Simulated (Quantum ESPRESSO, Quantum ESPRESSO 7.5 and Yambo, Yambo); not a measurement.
# P (puckered monolayer): G0W0 on several meshes in Yambo

Wanted: mesh dependence and cost of G0W0 for P (puckered monolayer).

Method: PBE and many-body steps on it, plane waves, in Quantum ESPRESSO 7.5 and Yambo 5.3.0.

## (1) Set-up

The cell holds 4 atoms: 4 P. Cell: a = 4.626 Å, b = 3.304 Å, c = 14.000 Å, α = 90.0°, β = 90.0°, γ = 90.0°. Vacuum lies along c.

The structure was relaxed with PBE. The runs that relaxed it are not among those shown.

## (2) Empty states on the mesh, 4×6×1 mesh, 294 bands

This step: Quantum ESPRESSO 7.5; DFT, PBE, plane waves, norm-conserving pseudopotentials.

The sums over transitions need many empty states on a uniform mesh; this step solves for them.

The input, pw.in:

```
&control
  calculation = 'nscf'
  prefix = 'x'
  outdir = 'o'
  pseudo_dir = 'pseudo'
/
&system
  ibrav = 0
  nat = 4
  ntyp = 1
  ecutwfc = 36.0
  nbnd = 294
  force_symmorphic = .true.
/
&electrons
  conv_thr = 1e-9
  electron_maxstep = 80
  diago_full_acc = .true.
  diago_thr_init = 5e-6
/
ATOMIC_SPECIES
  P 30.974 P.upf
CELL_PARAMETERS angstrom
  4.6261974460 0.0000000000 0.0000000000
  0.0000000000 3.3043566150 0.0000000000
  0.0000000000 0.0000000000 14.0000000000
ATOMIC_POSITIONS crystal
  P 0.0887347685 0.0000000000 0.5752704305
  P 0.4112652315 0.5000000000 0.5752704305
  P 0.5887347685 0.5000000000 0.4247295489
  P 0.9112652315 0.0000000000 0.4247295489
K_POINTS automatic
  4 6 1 0 0 0
```

Command:

```
> OMP_NUM_THREADS=1 mpirun -n 4 pw.x -nk 4 -in pw.in > pw.out
```

What it wrote:

```text
Program PWSCF v.7.5 starts

     This program is part of the open-source Quantum ESPRESSO suite
     for quantum simulation of materials; please cite
         "P. Giannozzi et al., J. Phys.:Condens. Matter 21 395502 (2009);
         "P. Giannozzi et al., J. Phys.:Condens. Matter 29 465901 (2017);
         "P. Giannozzi et al., J. Chem. Phys. 152 154105 (2020);
     in publications or presentations arising from this work. More details at

     Atomic positions and unit cell read from directory:
     o/x.save/

     Message from routine setup:
[...]
22.7105  23.3854  23.6390  24.1293  24.4335  24.6991  24.8971  25.0246
     [... 25 further rows ...]
    66.0135  66.4106  66.7575  66.7824  66.9915  67.1040  67.1890  67.3134
    67.5269  67.7291  67.8699  68.1647  68.1972  68.2585

          k = 0.0000-0.7000 0.0000 (  5320 PWs)   bands (ev):

     [... further k-points ...]

     highest occupied, lowest unoccupied level (ev):    -0.7369    0.1699

     XML data file, pseudopotentials, collected wavefunctions

=------------------------------------------------------------------------------=
   JOB DONE.
=------------------------------------------------------------------------------=
```

Run time: 65 s. Hardware: 4 MPI ranks of Arm Neoverse V1, shared host; peak memory 0.76 GiB; 4.3 min of CPU time.

Numbers from this step:

```yaml
gap: 0.9068 eV
k_of_the_valence_top: 0, 0, 0
k_of_the_conduction_bottom: 0, 0, 0
least_direct_gap: 0.9068 eV
k_points_computed: 12
lowest_point_of_the_top_converged_band_above_the_valence_top: 67.4032 eV
```

On this mesh the gap is 0.907 eV.

The density comes from a self-consistent run that is not shown.

## (3) Conversion and set-up

This step: Yambo 5.3.0; conversion and set-up on PBE, plane waves, norm-conserving pseudopotentials.

The states are converted to the many-body program's format and the q mesh is built.

Command:

```
> (cd o/x.save; p2y > p2y.log; mv SAVE ../..); yambo > setup.log
```

What it wrote:

```text
 Yambo, version 5.3.0

 [02] CORE Variables Setup
 =========================

  [02.01] Unit cells
  ==================

  Cell kind             :  Unknown
  Atoms in the cell     :  P
  number of P  atoms    :   4

  List of atomic masses
  Mass of P     :  30.97400

  List of atomic coordinates    : [cc]
  P1       :   0.77574   0.00000  15.21945  order 1
  P2       :   3.59538   3.12216  15.21945  order 2
  P3       :   5.14686   3.12216  11.23672  order 3
  P4       :   7.96650   0.00000  11.23672  order 4

  Alat factors          :   8.74225   6.24433  26.45617 [a.u.]
[...]
K/Q-points units:
 rlu = crystal or reduced units; cc = cartesian coordinates; iku = interal k-units

 Q [ 1]         [rlu]:  0.000000  0.000000  0.000000
 Q [ 2]         [rlu]:  0.000000  0.166667  0.000000
 Q [ 3]         [rlu]:  0.000000  0.333333  0.000000
[...]
Q [ 8]         [rlu]:  0.250000 -0.500000  0.000000
 Q [ 9]         [rlu]: -0.500000  0.000000  0.000000
 Q [10]         [rlu]: -0.500000  0.166667  0.000000
 Q [11]         [rlu]: -0.500000  0.333333  0.000000
 Q [12]         [rlu]: -0.500000 -0.500000  0.000000

  [03.01] X indexes
  =================

   [03.01.01] Sigma indexes
   ========================

 [06] Game Over & Game summary
```

Run time: 1.9 s. Hardware: 1 MPI rank; peak memory 0.24 GiB.

## (4) 4×6×1

Now the one-shot GW correction: screening in the RPA, then the self-energy of the levels asked for.

This step: G0W0 on PBE, plane waves, norm-conserving pseudopotentials.

The input, gw2.in:

```
HF_and_locXC
gw0
dyson
ppa
em1d
rim_cut
rim_w
RandQpts= 3000000
RandGvec= 100 RL
CUTGeo= "slab z"
RandGvecW= 9 RL
EXXRLvcs= 36 Ry
VXCRLvcs= 144 Ry
Chimod= "HARTREE"
% BndsRnXp
 1 | 142 |
%
NGsBlkXp= 9.5 Ry
% LongDrXp
 1 | 1 | 0 |
%
% GbndRnge
 1 | 142 |
%
DysSolver= "n"
ExtendOut
PPAPntXp= 27.21138 eV
% QPkrange
 1 | 1 | 9 | 12 |
%
```

Command:

```
> OMP_NUM_THREADS=1 mpirun -n 4 yambo -F gw2.in -J gw2 -C gw2 > gw2.log
```

What it wrote:

```text
 Yambo, version 5.3.0

 [02] CORE Variables Setup
 =========================

  [... cell, symmetries and grids as in the set-up ...]

  [02.05] Energies & Occupations
  ==============================

  [X] === General ===
  [X] Electronic Temperature                        :  0.000000  0.000000 [eV K]
  [X] Bosonic    Temperature                        :  0.000000  0.000000 [eV K]
  [X] Finite Temperature mode                       : no
  [X] El. density                                   :  0.93452E+23 [cm-3]
  [X] Fermi Level                                   : -0.736863 [eV]

  [X] === Gaps and Widths ===
  [X] Conduction Band Min                           :  0.906761 [eV]
  [X] Valence Band Max                              :  0.000000 [eV]
  [X] Filled Bands                                  :  10
  [X] Empty Bands                                   :   11  294
  [X] Direct Gap                                    :  0.906761 [eV]
  [X] Direct Gap localized at k                     :  1
  [X] Indirect Gap                                  :  0.906761 [eV]
  [X] Indirect Gap between kpts                     :  1  1
  [X] Last valence band width                       :  1.927019 [eV]
  [X] 1st conduction band width                     :  1.895552 [eV]

 [03] Transferred momenta grid and indexing
 ==========================================

 IBZ Q-points                                      :  12
 BZ  Q-points                                      :  24

 K/Q-points units:
 rlu = crystal or reduced units; cc = cartesian coordinates; iku = interal k-units

 Q [ 1]         [rlu]:  0.000000  0.000000  0.000000
 Q [ 2]         [rlu]:  0.000000  0.166667  0.000000
 Q [ 3]         [rlu]:  0.000000  0.333333  0.000000
 Q [ 4]         [rlu]:  0.000000 -0.500000  0.000000
 Q [ 5]         [rlu]:  0.250000  0.000000  0.000000
 Q [ 6]         [rlu]:  0.250000  0.166667  0.000000
 Q [ 7]         [rlu]:  0.250000  0.333333  0.000000
 Q [ 8]         [rlu]:  0.250000 -0.500000  0.000000
 Q [ 9]         [rlu]: -0.500000  0.000000  0.000000
 Q [10]         [rlu]: -0.500000  0.166667  0.000000
 Q [11]         [rlu]: -0.500000  0.333333  0.000000
 Q [12]         [rlu]: -0.500000 -0.500000  0.000000

 [04] Coloumb potential Random Integration (RIM)
 ===============================================

 Performing RIM of v_slab

  [04.01] RIM initialization
  ==========================

  * Diagonal components only detected *

  8 x (sBL volume)        :  0.057251 [a.u.]
  sBZ random points       :  3000000
  Points outside the sBZ  :  24001885
  RL volume               :  0.171753 [a.u.]
  Integrated volume       :  0.171739 [a.u.]

  [04.02] RIM integrals
  =====================

  Gamma point sphere radius             :  0.043799 [a.u.]
  Points outside the sphere             :  2398566
  [Int_sBZ(q=0) 1/q^2]*(Vol_sBZ)^(-1/3) =:  7.478335
                                 should be <:  7.795600

  Summary of Coulomb integrals for non-metallic bands |Q|[au] RIM/Bare

  Q [1] 0.100000E-4 0.959302 * Q [2] 0.167704 0.969668
  Q [5] 0.179679 1.015114 * Q [6] 0.245782 1.037537
  Q [3] 0.335408 1.021472 * Q [9] 0.359358 1.032119
  Q [7] 0.380503 1.024585 * Q [10] 0.396563 1.028731
  Q [11] 0.491565 1.019804 * Q [4] 0.503111 1.015563
  Q [8] 0.534234 1.015048 * Q [12] 0.618271 1.012660
  Non-periodic chartesian directions : none
  Optical renormalization            :  26.45617 [au]
  Polarizability dimension           : length

 [05] Coloumb potential CutOffslab
 =================================

 Cut directionsZ
 Slab Cutoff:Z
 Symmetry test passed : yes

 [06] Dipoles
 ============

  [06.01] Setup: observables and procedures
  =========================================

  [WARNING] [x,Vnl] slows the Dipoles computation. To neglect it rename the ns.kb_pp file

 [07] Dynamic Dielectric Matrix (PPA)
 ====================================

 [WR./gw2//ndb.pp]---------------------------------------------------------------
  Brillouin Zone Q/K grids (IBZ/BZ)                :  12  24  12  24
[...]
X matrix size                                    :   781
  X band range                                     :    1  142
  X e/h energy range                               : -1.000000 -1.000000 [eV]
  X Time ordering                                  : R
  X Hxc Kernel                                     : HARTREE
  X Drude frequency                                :  0.000000  0.000000
  X poles                                          :  100.0000 [o/o]
  RL vectors in the sum                            :   6937
  [r,Vnl] included                                 : yes
  Field direction                                  :  0.707107E-5  0.707107E-5   0.00000
  BZ energy Double Grid                            : no
  BZ energy DbGd points                            : 0
  BZ Q point size factor                           : -1.000000
  X Optical Averaged directions                    : none

 [08] Local Exchange-Correlation + Non-Local Fock
 ================================================

 [VXC] Plane waves :   42135
 [EXS] Plane waves :   5277

 QP @ state[ 1 ] K range:  1  1
 QP @ state[ 1 ] b range:   9  12

 [xc] Functional : Perdew, Burke & Ernzerhof(X)+Perdew, Burke & Ernzerhof(C)
 [xc] LIBXC used to calculate xc functional
  PP Number of Atomic Species                      :  1
  NLCC RL compoments                               :   42135
  PP Number of Atomic Species                      :  1
  NLCC RL compoments                               :   42135

 [xc] E_xc :  -6.689322 [Ha]
      E_xc :  -13.37864 [Ry]

  Local XC kind (lXC) : Perdew, Burke & Ernzerhof(X)+Perdew, Burke & Ernzerhof(C)
  Non-Local XC kind (nlXC) : Hartree-Fock

  Corrections @ K [1] :  [eV]
 <9|nlXC|9> = -13.05205 -0.14311E-16 <9|lXC|9> = -10.56776 -0.18882E-15
 <10|nlXC|10> = -13.27522 -0.88081E-17 <10|lXC|10> = -11.64948 -0.18882E-15
 <11|nlXC|11> = -6.378323  0.12226E-19 <11|lXC|11> = -9.945842  0.37763E-15
 <12|nlXC|12> = -6.527958  0.16109E-17 <12|lXC|12> = -10.94050 -0.11360E-30

 [09] Dyson equation: Newton solver
 ==================================

  [09.01] RIM-W interpolation
  ===========================

  [WARNING] RIM-W works only for 2D semiconductors with slab cutoff
  Found compatible q grid: 2D
  q_min[ 1 ]:  0.250000  0.000000  0.000000 [rlu]
   0.250000  0.000000  0.000000 [iku]
  q_min[ 2 ]:  0.000000  0.166667  0.000000 [rlu]
   0.000000  0.166667  0.000000 [iku]
  G-vectors :   9
  G-vectors loaded:   83
  Number of interpolated frequencies:  2

  Evaluating coefficients q = 0
  Evaluating coefficients q = 0

  [09.02] RIM-W integrals
  =======================

  8 x (sBL volume)        :  0.057251 [a.u.]
  sBZ random points       :  3000000
  Points outside the sBZ  :  24001885
  RL volume               :  0.171753 [a.u.]
  Integrated volume       :  0.171739 [a.u.]

  [09.03] RIM integrals
  =====================

  Comparison between head Wc = W - v averages: < Wc > [au] RIM-W/RIM

   < -Wc [Q = 1] > 0.424711E-1 0.634898E-4 * < -Wc [Q = 2] > 0.006931 0.006793
   < -Wc [Q = 3] > 0.001382 0.001361 * < -Wc [Q = 4] > 0.484404E-3 0.480198E-3
   < -Wc [Q = 5] > 0.006337 0.006160 * < -Wc [Q = 6] > 0.003086 0.002939
   < -Wc [Q = 7] > 0.988158E-3 0.965712E-3 * < -Wc [Q = 8] > 0.402988E-3 0.398549E-3
   < -Wc [Q = 9] > 0.001189 0.001165 * < -Wc [Q = 10] > 0.907911E-3 0.889051E-3
   < -Wc [Q = 11] > 0.493214E-3 0.483517E-3 * < -Wc [Q = 12] > 0.258367E-3 0.254430E-3

  Comparison between head Wc = W - v averages: < Wc > [au] RIM-W/RIM

   < -Wc [G = 1,G`=0] > 0.424711E-1 0.634898E-4 * < -Wc [G = 2,G`=0] >-0.001639 0.000000
   < -Wc [G = 3,G`=0] >-0.001639 0.000000 * < -Wc [G = 4,G`=0] > 0.118768E-4  0.00000
   < -Wc [G = 5,G`=0] > 0.118768E-4  0.00000 * < -Wc [G = 6,G`=0] > 0.113753E-3  0.00000
   < -Wc [G = 7,G`=0] > 0.113753E-3  0.00000 * < -Wc [G = 8,G`=0] > 0.76603E-11  0.0000
   < -Wc [G = 9,G`=0] > 0.77384E-11  0.0000

 [10] G0W0 (W PPA)
 =================

 [  GW  ] Bands range     :    1  142
 [GW/PPA] G damping       :  0.100000 [eV]

 QP @ state[ 1 ] K range:  1  1
 QP @ state[ 1 ] b range:   9  12

  Sc/G bands                                       :    1  142
  Sc/G damping                                     :  0.100000 ev
  Sc bands terminator                              : no
  Sx RL components                                 :   5277

  QP @ state[ 1 ] K range                          :  1  1
  QP @ state[ 1 ] b range                          :   9  12
  GF energies kind                                 : Perdew, Burke & Ernzerhof(X)+Perdew, Burke & Ernzerhof(C)
  GF WF`s kind                                     : Perdew, Burke & Ernzerhof(X)+Perdew, Burke & Ernzerhof(C)
  Xs energies kind                                 : Perdew, Burke & Ernzerhof(X)+Perdew, Burke & Ernzerhof(C)
  Xs WF`s kind                                     : Perdew, Burke & Ernzerhof(X)+Perdew, Burke & Ernzerhof(C)

 [14] Game Over & Game summary
```

Wall time 4.9 min (4 MPI ranks); peak memory 2.2 GiB.

This step gave:

```yaml
g0w0_gap_on_the_points_computed: 2.009 eV
starting_gap_on_the_mesh: 0.9068 eV
k_of_the_valence_top: 0, 0, 0
k_of_the_conduction_bottom: 0, 0, 0
least_direct_g0w0_gap_on_the_computed_points: 2.009 eV
z_at_the_valence_top: 0.7171
z_at_the_conduction_bottom: 0.7264
```

The gap on the mesh goes from 0.91 eV to 2.01 eV, a correction of +1.10 eV.

## (5) Empty states on the mesh, 4×4×1 mesh, 142 bands

This step: Quantum ESPRESSO 7.5; DFT, PBE, plane waves, norm-conserving pseudopotentials.

pw.in, as its differences from that of step 2:

```diff
@@ -11,3 +11,3 @@
   ecutwfc = 36.0
-  nbnd = 294
+  nbnd = 142
   force_symmorphic = .true.
@@ -32,2 +32,2 @@
 K_POINTS automatic
-  4 6 1 0 0 0
+  4 4 1 0 0 0
```

Command:

```
> OMP_NUM_THREADS=1 mpirun -n 4 pw.x -nk 4 -in pw.in > pw.out
```

What it wrote:

```text
[banner, memory and clock lines left out]
Program PWSCF v.7.5 starts

     Atomic positions and unit cell read from directory:
     o/x.save/

     Message from routine setup:
     using ibrav=0 with symmetry is DISCOURAGED, use correct ibrav instead

     G-vector sticks info

     bravais-lattice index     =            0
     lattice parameter (alat)  =       8.7422  a.u.
     unit-cell volume          =    1444.2278 (a.u.)^3
     number of atoms/cell      =            4
     number of atomic types    =            1
     number of electrons       =        20.00
[...]
[... 6 further rows ...]
[...]
38.9302  39.1521  39.2821  39.3104  39.3636  39.5060

          k = 0.0000-0.7000 0.0000 (  5320 PWs)   bands (ev):

[...]
23.3983  23.3983  23.8867  23.8867  24.9728  24.9728  25.4049  25.4049
     [... 6 further rows ...]
    37.6119  37.6119  37.7873  37.7873  38.0668  38.0668  38.3557  38.3557
    38.8294  38.8294  39.4034  39.4034  39.5295  39.5295

          k = 0.2500 0.0000 0.0000 (  5203 PWs)   bands (ev):

     [... further k-points ...]

     highest occupied, lowest unoccupied level (ev):    -0.7369    0.1699

     XML data file, pseudopotentials, collected wavefunctions
```

Run time: 24 s. Hardware: 4 MPI ranks; peak memory 0.47 GiB; 96 s of CPU time.

This step gave:

* gap: 0.9068 eV
* k of the valence top: 0, 0, 0
* k of the conduction bottom: 0, 0, 0
* least direct gap: 0.9068 eV
* k points computed: 9
* lowest point of the top converged band, above the valence top: 40.20 eV

On this mesh the gap is 0.907 eV.

## (6) Conversion and set-up

This step: Yambo 5.3.0; conversion and set-up on PBE, plane waves, norm-conserving pseudopotentials.

Command:

```
> (cd o/x.save; p2y > p2y.log; mv SAVE ../..); yambo > setup.log
```

What it wrote:

```text
 Yambo, version 5.3.0

 [02] CORE Variables Setup
 =========================

  [02.01] Unit cells
  ==================

  Cell kind             :  Unknown
  Atoms in the cell     :  P
  number of P  atoms    :   4

  List of atomic masses
  Mass of P     :  30.97400

  List of atomic coordinates    : [cc]
  P1       :   0.77574   0.00000  15.21945  order 1
  P2       :   3.59538   3.12216  15.21945  order 2
  P3       :   5.14686   3.12216  11.23672  order 3
  P4       :   7.96650   0.00000  11.23672  order 4

  Alat factors          :   8.74225   6.24433  26.45617 [a.u.]
[...]
==========================================

 IBZ Q-points                                      :   9
 BZ  Q-points                                      :  16

 K/Q-points units:
 rlu = crystal or reduced units; cc = cartesian coordinates; iku = interal k-units

 Q [1]          [rlu]:  0.000000  0.000000  0.000000
 Q [2]          [rlu]:  0.000000  0.250000  0.000000
 Q [3]          [rlu]:  0.000000 -0.500000  0.000000
[...]
Q [8]          [rlu]: -0.500000  0.250000  0.000000
 Q [9]          [rlu]: -0.500000 -0.500000  0.000000

  [03.01] X indexes
  =================

   [03.01.01] Sigma indexes
   ========================

 [06] Game Over & Game summary
```

Wall time 1.7 s (1 MPI rank); peak memory 0.24 GiB.

[end of part 1 of 2]

[Paths, hosts, dates, memory and timing lines, banners, echoed tables and standing remarks are left out of the program output.]

[Logs are printed without paths, hosts, clocks, repeated set-up lines and the standing remarks that a program may print on its own settings, such as how far it seeks lower states.]

[Runs of the session that timed out or met a known fault of the program may be left out.]

[Hosts, paths, dates, database ids (printed as entryN), source tags and the programs' standing remarks are cut or masked in the printed files.]
